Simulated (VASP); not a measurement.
# A VASP 6.6.1 single-point calculation on InP

INCAR

```
LASPH = .TRUE.
GGA = PE
IBRION = -1
ISMEAR = -1
NSW = 0
LWAVE = .FALSE.
PREC = Accurate
LCHARG = .FALSE.
SIGMA = 0.02
NELM = 120
EDIFF = 1E-7
NBANDS = 16
ENCUT = 200
LREAL = .FALSE.
ISIF = 2
```

KPOINTS

```
KPOINTS created by Atomic Simulation Environment
0
Gamma
8 8 8
0 0 0
```

POSCAR

```
In P
 1.0000000000000000
     0.0000000000000000    2.9537876347999998    2.8356361294000001
     2.9537876347999998    0.0000000000000000    2.8356361294000001
     2.9537876347999998    2.9537876347999998    0.0000000000000000
 In  P
   1   1
Cartesian
  0.0000000000000000  0.0000000000000000  0.0000000000000000
  1.4768938173999997  1.4768938173999997  1.4178180646999998
```

The recommended PBE PAW datasets give the neutral cell 18 valence electrons.

Command

```
mpirun -np 1 vasp_std
```

OSZICAR

```
N       E                     dE             d eps       ncg     rms          rms(c)
DAV:   1     0.735249044623E+02    0.73525E+02   -0.52734E+03  1976   0.580E+02
DAV:   2    -0.563357457123E+01   -0.79158E+02   -0.77030E+02  2288   0.190E+02
DAV:   3    -0.861191253309E+01   -0.29783E+01   -0.29743E+01  2408   0.407E+01
DAV:   4    -0.864699997281E+01   -0.35087E-01   -0.35084E-01  2448   0.474E+00
DAV:   5    -0.864791207872E+01   -0.91211E-03   -0.91210E-03  2352   0.658E-01    0.683E+00
DAV:   6    -0.823956808696E+01    0.40834E+00   -0.64062E-01  2928   0.112E+01    0.421E+00
DAV:   7    -0.820885751979E+01    0.30711E-01   -0.16718E-01  2576   0.320E+00    0.156E+00
DAV:   8    -0.820888653670E+01   -0.29017E-04   -0.17902E-02  2288   0.133E+00    0.402E-01
DAV:   9    -0.820948390324E+01   -0.59737E-03   -0.13080E-03  2400   0.332E-01    0.197E-01
DAV:  10    -0.820959447297E+01   -0.11057E-03   -0.18713E-04  2416   0.147E-01    0.102E-01
DAV:  11    -0.820965632107E+01   -0.61848E-04   -0.13635E-04  2312   0.921E-02    0.527E-02
DAV:  12    -0.820965790276E+01   -0.15817E-05   -0.90372E-06  2096   0.209E-02    0.138E-02
DAV:  13    -0.820965839959E+01   -0.49683E-06   -0.14639E-06  2416   0.538E-03    0.993E-03
DAV:  14    -0.820965865403E+01   -0.25443E-06   -0.17362E-07  2424   0.346E-03    0.187E-03
DAV:  15    -0.820965871412E+01   -0.60090E-07   -0.18363E-08  1576   0.925E-04
   1 F= -.82096587E+01 E0= -.82096587E+01  d E =-.174303E-09
```

From OUTCAR

```
k-points           NKPTS =     59   k-points in BZ     NKDIM =     59   number of bands    NBANDS=     16

   NELECT =      18.0000    total number of electrons

   dimension x,y,z NGX =    20 NGY =   20 NGZ =   20
   dimension x,y,z NGXF=    40 NGYF=   40 NGZF=   40

  energy-cutoff  :      200.00
  volume of cell :       49.48
      direct lattice vectors                 reciprocal lattice vectors
     0.000000000  2.953787635  2.835636129    -0.169274187  0.169274187  0.176327278
     2.953787635  0.000000000  2.835636129     0.169274187 -0.169274187  0.176327278
     2.953787635  2.953787635  0.000000000     0.169274187  0.169274187 -0.176327278

 k-points in reciprocal lattice and weights: KPOINTS created by Atomic Simulation Env
   0.00000000  0.00000000  0.00000000       0.002
   0.12500000  0.00000000  0.00000000       0.016
   0.25000000  0.00000000  0.00000000       0.016
   0.37500000  0.00000000  0.00000000       0.016
   0.50000000  0.00000000  0.00000000       0.008
   0.12500000  0.12500000  0.00000000       0.004
   0.25000000  0.12500000  0.00000000       0.016
   0.37500000  0.12500000  0.00000000       0.016
   ...

 E-fermi :   5.8351

 k-point     1 :       0.0000    0.0000    0.0000
  band No.  band energies     occupation
      1      -8.9216      2.00000
      2      -8.9216      2.00000
      3      -8.9021      2.00000
      4      -8.7585      2.00000
      5      -8.7494      2.00000
      6      -6.2580      2.00000
      7       5.3196      2.00000
      8       5.3196      2.00000
      9       5.5035      2.00000
     10       6.1664      0.00000
     11       9.4763      0.00000
     12       9.5343      0.00000
     13       9.5343      0.00000
     14      14.0117      0.00000
     15      14.6251      0.00000
     16      15.2283      0.00000

 k-point     2 :       0.1250    0.0000    0.0000
  band No.  band energies     occupation
      1      -8.9265      2.00000
      2      -8.9086      2.00000
      3      -8.8946      2.00000
      4      -8.7547      2.00000
      5      -8.7500      2.00000
      6      -6.0751      2.00000
      7       3.8372      2.00000
      8       5.1175      2.00000
      9       5.2664      2.00000
     10       7.0979      0.00000
     11       9.6080      0.00000
     12       9.8052      0.00000
     13       9.8531      0.00000
     14      14.0450      0.00000
     15      14.3911      0.00000
     16      14.8883      0.00000

 k-point     3 :       0.2500    0.0000    0.0000
  band No.  band energies     occupation
      1      -8.9720      2.00000
      2      -8.8838      2.00000
      3      -8.8716      2.00000
      4      -8.7445      2.00000
      5      -8.7262      2.00000
      6      -5.5647      2.00000
      7       1.9066      2.00000
      8       4.7145      2.00000
      9       4.9127      2.00000
     10       7.2183      0.00000
     11      10.1644      0.00000
     12      10.2330      0.00000
     13      10.8226      0.00000
     14      13.9818      0.00000
     15      14.0413      0.00000
     16      14.6901      0.00000

 ...

  Total       -2.3938287     -2.3938287     -1.9925648      0.0000000      0.0000000     -0.0000000
  in kB      -77.5112273    -77.5112273    -64.5184608      0.0000000      0.0000000     -0.0000000
  external PRESSURE =     -73.1803051 kB  Pullay stress =       0.0000000 kB

 POSITION                                       TOTAL-FORCE (eV/Angst)
 -----------------------------------------------------------------------------------
      0.00000      0.00000      0.00000        -0.000000     -0.000000      0.000000
      1.47689      1.47689      1.41782         0.000000      0.000000     -0.000000
 -----------------------------------------------------------------------------------
    total drift:                                0.000001      0.000001     -0.000002

  FREE ENERGIE OF THE ION-ELECTRON SYSTEM (eV)
  ---------------------------------------------------
  free  energy   TOTEN  =        -8.2096587141 eV

  energy  without entropy=       -8.2096587139  energy(sigma->0) =       -8.20965871
```

It converged. Results: gap between bands v and c on the k mesh 0.66 eV; least direct gap on the k mesh 0.66 eV; pressure -7.3 GPa. Band v is the last that the valence electrons fill when counted band by band, and c is the next.

These settings aren't sound, so the numbers aren't properties of the crystal.

On sound settings PBE gives a gap of 0.68 eV on its mesh and a pressure of 4.6 GPa for the intended cell.

The run took about 10 s on one core of a shared host (Intel Xeon Platinum 8488C) and held 0.13 GiB at most.
